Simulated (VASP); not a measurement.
# Cu in VASP: single point with PBE

Aim: the single point of Cu with PBE.

Program: VASP 6.6.1. These are calculated values, not measurements. Logs are shortened: lines on timing, memory, paths and dates and some standing lists are left out, and cuts for length are marked.

## 1. The structure

The cell holds a slab with vacuum, 19 atoms: a = 5.144 Å, b = 5.144 Å, c = 20.044 Å, α = 90.00°, β = 90.00°, γ = 90.00°.

The cell was built by a generator and needn't be a form met in nature.

## 2. Single point, PBE

INCAR reads:

```
SYSTEM = Cu
ALGO     = Fast           ! electronic algorithm
EDIFF    = 1E-6           ! SCF threshold, eV
ENCUT    = 520            ! plane-wave cutoff, eV
GGA      = PE             ! functional
ISIF     = 2              ! what is computed and relaxed
ISMEAR   = 1              ! smearing method
LASPH    = .True.         ! aspherical terms in the spheres
LCHARG   = .True.         ! write CHGCAR
LELF     = .True.         ! ELF
LREAL    = Auto         
LVHAR    = .True.       
LWAVE    = .False.        ! write WAVECAR
NBANDS   = 120            ! bands
NELM     = 100            ! most SCF steps
PREC     = Accurate       ! precision mode
SIGMA    = 0.1            ! smearing width, eV
```

KPOINTS reads:

```
k-points
0
Gamma
  6 6 1
  0 0 0
```

POSCAR reads:

```
Cu
1.0
    5.1436332366      0.0000000000      0.0000000000
    0.0000000000      5.1436332366      0.0000000000
    0.0000000000      0.0000000000     20.0435472332
Cu
19
Direct
    0.0000000000      0.0000000000      0.0000000000
    0.0000000000      0.0000000000      0.1806784980
    0.0000000000      0.0000000000      0.3551552081
    0.0000000000      0.5000000000      0.0000000000
    0.0000000000      0.5000000000      0.1796602178
    0.0000000000      0.5000000000      0.3552706273
    0.5000000000      0.0000000000      0.0000000000
    0.5000000000      0.0000000000      0.1804470404
    0.5000000000      0.5000000000      0.0000000000
    0.5000000000      0.5000000000      0.1806784980
    0.5000000000      0.5000000000      0.3551552081
    0.2500000000      0.2500000000      0.0901665684
    0.2527844224      0.2472155776      0.2708870268
    0.2500000000      0.7500000000      0.0901665684
    0.2527844224      0.7527844224      0.2708870268
    0.7500000000      0.2500000000      0.0901665684
    0.7472155776      0.2472155776      0.2708870268
    0.7500000000      0.7500000000      0.0901665684
    0.7472155776      0.7527844224      0.2708870268
```

Potentials or basis: VASP PAW PBE potentials, release 64 (Cu).

Started as:

```console
cat potpaw_PBE.64/Cu/POTCAR > POTCAR
mpirun -np 1 vasp_std > vasp.out
```

OUTCAR:

```text
SYSTEM = Cu
   EDIFF = 1E-6
   ENCUT = 520
   GGA = PE
   ISIF = 2
   ISMEAR = 1
   LASPH = .True.
   LREAL = Auto
   NELM = 100
   PREC = Accurate

 ion  position               nearest neighbor table
   1  0.000  0.000  0.000-  12 2.56  14 2.56  16 2.56  18 2.56   4 2.57   7 2.57   4 2.57   7 2.57

   2  0.000  0.000  0.181-  13 2.56  15 2.56  17 2.56  19 2.56  16 2.57  14 2.57  18 2.57  12 2.57
                             8 2.57   8 2.57   5 2.57   5 2.57
   3  0.000  0.000  0.355-  13 2.48  15 2.48  17 2.48  19 2.48   6 2.57   6 2.57
   4  0.000  0.500  0.000-  12 2.56  14 2.56  16 2.56  18 2.56   1 2.57   9 2.57   1 2.57   9 2.57

   5  0.000  0.500  0.180-  12 2.55  14 2.55  16 2.55  18 2.55   2 2.57  10 2.57   2 2.57  10 2.57
                            15 2.59  19 2.59  13 2.59  17 2.59
   6  0.000  0.500  0.355-  13 2.50  15 2.50  17 2.50  19 2.50   3 2.57  11 2.57   3 2.57  11 2.57

   7  0.500  0.000  0.000-  12 2.56  14 2.56  16 2.56  18 2.56   1 2.57   9 2.57   9 2.57   1 2.57

   8  0.500  0.000  0.180-  13 2.55  15 2.55  17 2.55  19 2.55  16 2.57  14 2.57  18 2.57  12 2.57
                             2 2.57  10 2.57  10 2.57   2 2.57
   9  0.500  0.500  0.000-  12 2.56  14 2.56  16 2.56  18 2.56   4 2.57   7 2.57   7 2.57   4 2.57

  10  0.500  0.500  0.181-  13 2.56  15 2.56  17 2.56  19 2.56  16 2.57  14 2.57  18 2.57  12 2.57
                             8 2.57   8 2.57   5 2.57   5 2.57
  11  0.500  0.500  0.355-  13 2.48  15 2.48  17 2.48  19 2.48   6 2.57   6 2.57
  12  0.250  0.250  0.090-   5 2.55   4 2.56   1 2.56   7 2.56   9 2.56   8 2.57   2 2.57  10 2.57
                            14 2.57  16 2.57  14 2.57  16 2.57
  13  0.253  0.247  0.271-   3 2.48  11 2.48   6 2.50  15 2.54  17 2.54   8 2.55  10 2.56   2 2.56
                             5 2.59  15 2.60  17 2.60
  14  0.250  0.750  0.090-   5 2.55   4 2.56   1 2.56   7 2.56   9 2.56   8 2.57   2 2.57  10 2.57
                            12 2.57  18 2.57  12 2.57  18 2.57
  15  0.253  0.753  0.271-   3 2.48  11 2.48   6 2.50  13 2.54  19 2.54   8 2.55  10 2.56   2 2.56
                             5 2.59  13 2.60  19 2.60
  16  0.750  0.250  0.090-   5 2.55   4 2.56   1 2.56   7 2.56   9 2.56   8 2.57   2 2.57  10 2.57
                            12 2.57  18 2.57  18 2.57  12 2.57
  17  0.747  0.247  0.271-   3 2.48  11 2.48   6 2.50  13 2.54  19 2.54   8 2.55  10 2.56   2 2.56
                             5 2.59  19 2.60  13 2.60
  18  0.750  0.750  0.090-   5 2.55   4 2.56   1 2.56   7 2.56   9 2.56   8 2.57   2 2.57  10 2.57
                            14 2.57  16 2.57  16 2.57  14 2.57
  19  0.747  0.753  0.271-   3 2.48  11 2.48   6 2.50  15 2.54  17 2.54   8 2.55  10 2.56   2 2.56
                             5 2.59  15 2.60  17 2.60

  LATTYP: Found a simple tetragonal cell.
 ALAT       =     5.1436332366
 C/A-ratio  =     3.8967683564

  Lattice vectors:

 A1 = (   5.1436332366,   0.0000000000,   0.0000000000)
 A2 = (   0.0000000000,   5.1436332366,   0.0000000000)
 A3 = (   0.0000000000,   0.0000000000,  20.0435472332)

Analysis of symmetry for initial positions (statically):
=====================================================================
 Subroutine PRICEL returns:
[... 165 lines left out ...]
  volume/ion in A,a.u.               =      27.91       188.35
  Fermi-wavevector in a.u.,A,eV,Ry     =   1.200288  2.268215 19.601789  1.440691
  Thomas-Fermi vector in A             =   2.336128
   LORBIT       =      0    0 simple, 1 ext, 2 COOP (PROOUT), +10 PAW based schemes
   GGA     = PE    functional components
   LHFCALC =     F    Hartree Fock is set to
   AEXX    =    0.0000 exact exchange contribution
   IVDW    =     0    specifies the selected vdW correction
   LEPSILON=     F    determine dielectric tensor
   LRPA    =     F    only Hartree local field effects (RPA)
 non-spin polarized calculation
 RMM-DIIS sequential band-by-band and
 Methfessel and Paxton  Order N= 1 SIGMA  =   0.10
  energy-cutoff  :      520.00
  volume of cell :      530.29
 maximum number of plane-waves:     14351
 NGX is ok and might be reduce to    40
   NGX = 19   NGY = 19   NGZ = 75

 number of electron     208.9999817 magnetization

 Free energy of the ion-electron system (eV)
  ---------------------------------------------------
  ext. energy  EPLUGINS =         0.00000000
  ---------------------------------------------------
  free energy    TOTEN  =       -65.61162922 eV

  energy without entropy =      -65.61394989  energy(sigma->0) =      -65.61240278

 E-fermi :   0.6916     XC(G=0):  -6.4025

 val. band max:        0.6895044685   @ k =   0.0000   0.0000   0.0000
 cond. band min:       0.7078780066   @ k =   0.1667   0.0000   0.0000
 fundamental gap:      0.0183735382
 Fermi energy:         0.6915654181

 k-point     1 :       0.0000    0.0000    0.0000
  band No.  band energies     occupation
      1      -8.0495      2.00000
      2      -6.7829      2.00000
      3      -5.0934      2.00000
      4      -4.1396      2.00000
      5      -4.1389      2.00000
      6      -4.1330      2.00000
[... 1179 lines left out ...]
    115       4.8945      0.00000
    116       5.9774      0.00000
 [bands above 116 left out]

------------------------ aborting loop because EDIFF is reached ----------------------------------------

  FORCE on cell =-STRESS in cart. coord.  units (eV):
  Direction    XX          YY          ZZ          XY          YZ          ZX
  --------------------------------------------------------------------------------------
  -------------------------------------------------------------------------------------
  Total       -4.9974089     -4.9974089     -0.9642705      0.0000000      0.0000000      0.0000000
  in kB      -15.0987467    -15.0987467     -2.9133650      0.0000000      0.0000000      0.0000000
  external PRESSURE =     -11.0369528 kB  Pullay stress =       0.0000000 kB

 VOLUME and BASIS-vectors are now :
 -----------------------------------------------------------------------------
  energy-cutoff  :      520.00
  volume of cell :      530.29
      direct lattice vectors                 reciprocal lattice vectors
     5.143633237  0.000000000  0.000000000     0.194415106  0.000000000  0.000000000
     0.000000000  5.143633237  0.000000000     0.000000000  0.194415106  0.000000000
     0.000000000  0.000000000 20.043547233     0.000000000  0.000000000  0.049891368

 POSITION                                       TOTAL-FORCE (eV/Angst)
 -----------------------------------------------------------------------------------
      0.00000      0.00000      0.00000         0.000000      0.000000      0.195994
      0.00000      0.00000      3.62144         0.000000      0.000000     -0.001313
      0.00000      0.00000      7.11857         0.000000      0.000000      0.034799
      0.00000      2.57182      0.00000         0.000000      0.000000      0.173777
      0.00000      2.57182      3.60103         0.000000      0.000000      0.004622
      0.00000      2.57182      7.12088         0.000000      0.000000      0.030274
[... 11 lines left out ...]
      3.85772      3.85772      1.80726         0.001832     -0.001832     -0.205891
      3.84340      3.87205      5.42954        -0.004305      0.004305      0.000446
 -----------------------------------------------------------------------------------
    total drift:                               -0.000000      0.000000     -0.004587

  FREE ENERGIE OF THE ION-ELECTRON SYSTEM (eV)
  ---------------------------------------------------
  free  energy   TOTEN  =       -65.6116292213 eV

  energy  without entropy=      -65.6139498872  energy(sigma->0) =      -65.61240278
```

stdout:

```text
POSCAR found type information on POSCAR Cu
 POSCAR found :  1 types and      19 ions
 scaLAPACK will be used
 LDA part: xc-table for (Slater+PW92), standard interpolation
 POSCAR, INCAR and KPOINTS ok, starting setup
 FFT: planning ... GRIDC
 FFT: planning ... GRID_SOFT
 FFT: planning ... GRID
 WAVECAR not read
 entering main loop
```

Run time: 16 min. Hardware: 1 thread of Intel Xeon 6975P-C (Granite Rapids), shared host; peak memory 0.73 GiB.

Results:

```yaml
Free_energy: -65.6116 eV
Largest_force: 0.206 eV/Å
Band_gap_on_the_k_mesh: none (metal or under the smearing width)
```

Forces in eV/Å, atoms in the order of the input:
```
Cu   0.000  0.000  0.196
Cu   0.000  0.000 -0.001
Cu   0.000  0.000  0.035
Cu   0.000  0.000  0.174
Cu   0.000  0.000  0.005
Cu   0.000  0.000  0.030
Cu   0.000  0.000  0.161
Cu   0.000  0.000 -0.007
Cu   0.000  0.000  0.196
Cu   0.000  0.000 -0.001
Cu   0.000  0.000  0.035
Cu  -0.002  0.002 -0.206
Cu   0.004 -0.004  0.000
Cu  -0.002 -0.002 -0.206
Cu   0.004  0.004  0.000
Cu   0.002  0.002 -0.206
Cu  -0.004 -0.004  0.000
Cu   0.002 -0.002 -0.206
Cu  -0.004  0.004  0.000
```

Levels at points of the mesh, in eV from the Fermi level:
```tsv
k point	band 103	band 104	band 105	band 106	band 107	band 108
(0.00, 0.00, 0.00)	-0.30	-0.25	-0.07	0.00	0.00	0.28
(0.50, 0.00, 0.00)	-0.02	0.58	0.65	0.67	0.69	1.48
(0.50, 0.50, 0.00)	-1.11	-0.51	-0.31	-0.31	0.08	1.22
```
